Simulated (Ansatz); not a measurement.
**How settings move the G0W0 gap of N (P4_2/mnm)**

N (P4_2/mnm) from a database structure, relaxed with r2SCAN+rVV10; one-shot G0W0 in Ansatz without spin-orbit coupling. Spin-unpolarised throughout; all numbers are computed.

```
N
1.0
     3.96097    0.00000    0.00000
     0.00000    3.96097    0.00000
     0.00000    0.00000    5.13318
N
4
Direct
  0.90241 0.90241 0.00000
  0.59759 0.40241 0.50000
  0.09759 0.09759 0.00000
  0.40241 0.59759 0.50000
```

Gaps are read over the mesh points alone. G0W0 values are finite-basis, finite-mesh values.
```
 start       potentials      frequency model   mesh  empty bands  screening cutoff (eV)  Kohn-Sham gap (eV)  G0W0 gap (eV)       rough cost
r2SCAN              PAW  contour deformation  4×4×4          130                     80                7.49          13.26  70 core-seconds
r2SCAN              PAW  contour deformation  4×4×4          302                    140                7.49          13.30   5 core-minutes
r2SCAN              PAW  contour deformation  4×4×4          556                    210                7.49          13.35  23 core-minutes
 HSE06              PAW  contour deformation  4×4×4          302                    140                9.12          13.61  11 core-minutes
   LDA              PAW  contour deformation  4×4×4          302                    140                6.65          12.65   4 core-minutes
   PBE              PAW  contour deformation  4×4×4          302                    140                6.85          12.86   5 core-minutes
r2SCAN              PAW     Godby-Needs pole  4×4×4          302                    140                7.49          13.28   9 core-minutes
r2SCAN              PAW  contour deformation  6×6×4          130                     80                7.49          13.26   4 core-minutes
r2SCAN  norm-conserving  contour deformation  4×4×4          302                    140                7.50          13.26  11 core-minutes
```

Over the mesh points the r2SCAN gap of 7.49 eV becomes a quasiparticle gap of 13.35 eV (A to Γ), a change of +5.86 eV. Renormalisation factors Z lie between 0.84 and 0.87.

Raising bands and cutoff together moves the gap by +0.04 eV (80 to 140 eV), then +0.05 eV (140 to 210 eV); the last step is still large, so the basis limit isn't reached. Starting from HSE06 (9.12 eV against r2SCAN's 7.49 eV) gives 13.61 eV, +0.31 eV from G0W0@r2SCAN at the same screening cutoff. Starting from LDA (6.65 eV against r2SCAN's 7.49 eV) gives 12.65 eV, -0.65 eV from G0W0@r2SCAN at the same screening cutoff. Starting from PBE (6.85 eV against r2SCAN's 7.49 eV) gives 12.86 eV, -0.44 eV from G0W0@r2SCAN at the same screening cutoff. The Godby-Needs plasmon pole differs from contour deformation by -0.02 eV. A 6×6×4 mesh in place of 4×4×4 changes the opening over r2SCAN by -0.01 eV (the gap on the mesh by 0.00 eV). Norm-conserving potentials (wave cutoff 1252 eV against 500 eV) shift the quasiparticle gap by -0.04 eV and the r2SCAN gap by +0.01 eV. r2SCAN runs take a wave cutoff of 500 eV.
